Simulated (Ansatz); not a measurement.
## C: band structure with PBE

The system is C.

```
C
1.0
     2.52210    0.00000    0.00000
    -1.26105    2.18420    0.00000
     0.00000    0.00000   12.35570
C
12
Direct
  0.66667 0.33333 0.35417
  0.33333 0.66667 0.85417
  0.66667 0.33333 0.14583
  0.33333 0.66667 0.64583
  0.66667 0.33333 0.47917
  0.33333 0.66667 0.97917
  0.66667 0.33333 0.02083
  0.33333 0.66667 0.52083
  0.00000 0.00000 0.81250
  0.00000 0.00000 0.31250
  0.00000 0.00000 0.68750
  0.00000 0.00000 0.18750
```

This is a hexagonal form of diamond, not graphite.

```yaml
Program: Ansatz 0.2.0
Task: band structure
Functional: PBE
Potentials_or_basis: Ansatz PAW earlier set
Cutoff: 800 eV
Density_cutoff: 3200 eV
k_mesh: 12 × 12 × 3
Occupations: fermi-dirac, width 0.05 eV
Spin: no spin polarisation
Path: "[[\"G\", \"M\", \"K\", \"G\", \"A\", \"L\", \"H\", \"A\"], [\"L\", \"M\"], [\"K\", \"H\"]]"
Points_for_each_segment_of_the_path: 10
```

```
Pressure                : 2.1 GPa
Largest force           : 0.332 eV/Å
Band gap on the k mesh  : 4.39 eV, indirect (least direct gap 5.31 eV)
Band gap along the path : 4.37 eV, indirect (least direct gap 5.31 eV)
```

Forces on the atoms (eV/Å):
```
C    0.000  0.000  0.309
C    0.000  0.000  0.309
C    0.000  0.000 -0.309
C    0.000  0.000 -0.309
C    0.000  0.000 -0.027
C    0.000  0.000 -0.027
C    0.000  0.000  0.027
C    0.000  0.000  0.027
C    0.000  0.000  0.332
C    0.000  0.000  0.332
C    0.000  0.000 -0.332
C    0.000  0.000 -0.332
```

Stress tensor (GPa, compression positive):
```
-0.65  0.00  0.00
 0.00 -0.65  0.00
 0.00  0.00  7.53
```

Levels at the corners of the path, in eV from the valence-band top:
| point | band 20 | band 21 | band 22 | band 23 | band 24 | band 25 | band 26 | band 27 | band 28 | band 29 |
| --- | --- | --- | --- | --- | --- | --- | --- | --- | --- | --- |
| Γ | -0.98 | -0.98 | -0.15 | 0.00 | 0.00 | 5.31 | 5.31 | 5.67 | 6.38 | 6.38 |
| M | -4.31 | -4.06 | -4.05 | -3.63 | -2.89 | 4.53 | 5.10 | 5.27 | 5.62 | 6.84 |
| K | -6.24 | -6.04 | -4.79 | -4.54 | -4.54 | 5.61 | 5.61 | 6.27 | 8.72 | 9.63 |
| Γ | -0.98 | -0.98 | -0.15 | 0.00 | 0.00 | 5.31 | 5.31 | 5.67 | 6.38 | 6.38 |
| A | -1.33 | -0.33 | -0.33 | -0.33 | -0.33 | 5.70 | 5.70 | 5.70 | 5.70 | 6.28 |
| L | -4.97 | -3.76 | -3.76 | -3.24 | -3.24 | 4.70 | 4.70 | 5.90 | 5.90 | 6.01 |
| H | -5.79 | -5.32 | -5.32 | -4.76 | -4.76 | 5.84 | 5.84 | 7.12 | 7.12 | 8.27 |
| A | -1.33 | -0.33 | -0.33 | -0.33 | -0.33 | 5.70 | 5.70 | 5.70 | 5.70 | 6.28 |
| L | -4.97 | -3.76 | -3.76 | -3.24 | -3.24 | 4.70 | 4.70 | 5.90 | 5.90 | 6.01 |
| M | -4.31 | -4.06 | -4.05 | -3.63 | -2.89 | 4.53 | 5.10 | 5.27 | 5.62 | 6.84 |
| K | -6.24 | -6.04 | -4.79 | -4.54 | -4.54 | 5.61 | 5.61 | 6.27 | 8.72 | 9.63 |
| H | -5.79 | -5.32 | -5.32 | -4.76 | -4.76 | 5.84 | 5.84 | 7.12 | 7.12 | 8.27 |

It took 22 s on 4 threads of Arm Neoverse V1, with other jobs on the host, peak memory 0.84 GiB.

A hybrid or GW would open this gap; PBE tends to underestimate it.
